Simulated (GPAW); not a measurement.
Crystal: PbSe (Clausthalite).

```
Pb Se
1.0
     0.00000    3.06065    3.06065
     3.06065    0.00000    3.06065
     3.06065    3.06065    0.00000
Pb Se
1 1
Direct
  0.00000 0.00000 0.00000
  0.50000 0.50000 0.50000
```

| Property | Result |
| --- | --- |
| Program | GPAW 26.7.0 |
| Task | relaxation of cell and atoms |
| Functional | PBEsol |
| Dispersion | D4 |
| Potentials or basis | PAW data sets generated in the run's folder for this functional |
| Cutoff | 600 eV |
| Basis | pw |
| k mesh | 8 × 8 × 8 |
| Occupations | fermi-dirac, width 0.05 eV |
| Spin | no spin polarisation |

At the start: pressure -1.9 GPa; volume 28.67 Å³/atom.

Problem. How do energy, volume and symmetry change on relaxing?

Solution. Over 3 steps the energy falls by 6.5 meV/atom and the volume is 27.57 Å³/atom (-3.8 %); space group Fm-3m (No. 225, to 0.05 Å).

The path:
| step | energy change (eV) | largest force (eV/Å) | pressure (GPa) | volume (Å³) |
| --- | --- | --- | --- | --- |
| 1 | 0.0000 | 0.0000 | -1.94 | 57.34 |
| 2 | -0.0046 | 0.0000 | -1.58 | 56.92 |
| 3 | -0.0130 | 0.0000 | 0.08 | 55.14 |

Final structure:
```
CELL_PARAMETERS angstrom
0.00000 3.02104 3.02104
3.02104 0.00000 3.02104
3.02104 3.02104 0.00000
ATOMIC_POSITIONS crystal
Pb 0.00000 0.00000 0.00000
Se 0.50000 0.50000 0.50000
```

The cell as given is a measured one (28.67 Å³/atom); PBEsol+D4 puts the equilibrium volume -3.8 % from it, thermal expansion not counted.

Caveat: later steps reuse the first step's grids.
